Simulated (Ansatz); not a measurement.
Spinel MgAl2O4, treated with HSE06 (Ansatz, a quantum-chemistry and plane-wave program, plane waves, PAW).

Numerical settings: plane-wave cutoff 460 eV, 6×6×6 k mesh, Fermi–Dirac smearing 0.01 eV, scalar-relativistic PAW data made under PBE.

Computed at the level's own relaxed cell.

### Question
Give the computed equilibrium lattice constant a, band gap and smallest direct gap on the k points sampled.

### Answer

equilibrium lattice constant a: 8.077 Å
band gap: 7.21 eV
smallest direct gap on the k points sampled: 7.22 eV

Measured, for comparison: band gap 7.8 eV (temperature not stated, not corrected to a static lattice; as tabulated in Neo et al. (2023), doi:10.1002/gch2.202200236); lattice constant a 8.074 Å (0 K, fit to 77–300 K taken to 0 K; as tabulated in Grimes and Al-Ajaj (1992), doi:10.1088/0953-8984/4/30/004). Computed (rounded) less measured: band gap -0.59 eV, lattice constant a 0.0 %.

Static lattice: no zero-point or thermal effects.
